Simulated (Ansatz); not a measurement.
Zn on a Ga site in Ga2O3

Computed with the plane-wave PAW code Ansatz (scalar-relativistic, PAW set soft_2): PBE, collinear spin where a state has unpaired electrons to hold, 420 eV cutoff, k-mesh 2×2×2 shifted by half a step.

The relaxed host crystal (Kohn–Sham gap 2.01 eV over the whole zone):

```
CELL_PARAMETERS angstrom
6.22706 -1.54163 0.00623
6.22706 1.54163 0.00623
-1.39797 0.00000 5.70892
ATOMIC_POSITIONS crystal
Ga 0.34150 0.34150 0.68582
Ga 0.65850 0.65850 0.31418
Ga 0.91007 0.91007 0.20527
Ga 0.08993 0.08993 0.79473
O 0.50397 0.50397 0.74331
O 0.49603 0.49603 0.25669
O 0.82630 0.82630 0.43566
O 0.17370 0.17370 0.56434
O 0.16351 0.16351 0.10920
O 0.83649 0.83649 0.89080
```

Supercell of 40 atoms, rows of the matrix [[0,-1,-1],[-2,1,0],[-2,2,-1]] times the cell vectors; Zn on a Ga site at (0.341, 0.341, 0.686) in fractions of the cell above. Atoms are relaxed at the host's cell; charged cells sit in a uniform background.

The defect was relaxed in the charges 0, -1. Distances from the Zn atom (Å), by shell of the perfect crystal:

| shell | perfect crystal | state A | state B |
| --- | --- | --- | --- |
| 3 O | 1.97 | 2.04 (2.02 to 2.05) | 2.04 (2.03 to 2.05) |
| 1 O | 2.04 | 2.12 | 2.14 |
| 2 O | 2.11 | 2.18 | 2.24 |
| 2 Ga | 3.08 | 3.08 | 3.07 |

| state | moment of the cell (μB) | moment on Zn (μB) | gap of the cell on the mesh (eV) | carriers |
| --- | --- | --- | --- | --- |
| A | 1.00 | 0.08 | 0.00 | in a band of the host or near its edge |
| B | 0.00 | 0.00 | 2.85 | none in the bands |

On this mesh the host's own supercell has a gap of 2.96 eV.

**Question.** Which state has which charge?

**Answer.** A has charge 0; B has charge -1.

At charge 0 a carrier lies in a band of the host or at its edge (levels aligned by the semicore states), so it isn't shown to be bound to the defect (semilocal functionals spread carriers too far and can miss a bound one), and no level is taken from that state.

**Question.** Where are the charge-transition levels, and which charge is stable?

**Answer.** No transition between neighbouring charges can be given. Lowest charge for a Fermi level at mid gap: -1, at the conduction band bottom: -1 (among the charges 0, -1). With the Fermi level at the valence band top the state -1 costs 3.19 eV, and 2.19 eV with the Fermi level at mid gap, which lies 1.00 eV above the valence band top; atoms are taken from and to the elements' standard states.

No formation energy is given for the neutral state, since the neutral cell holds a carrier in a band.

Caveats: semilocal functionals make gaps too small, which shifts levels too; small supercell, so energies and levels can be off by tenths of an eV; only one start was made, so other minima are possible.
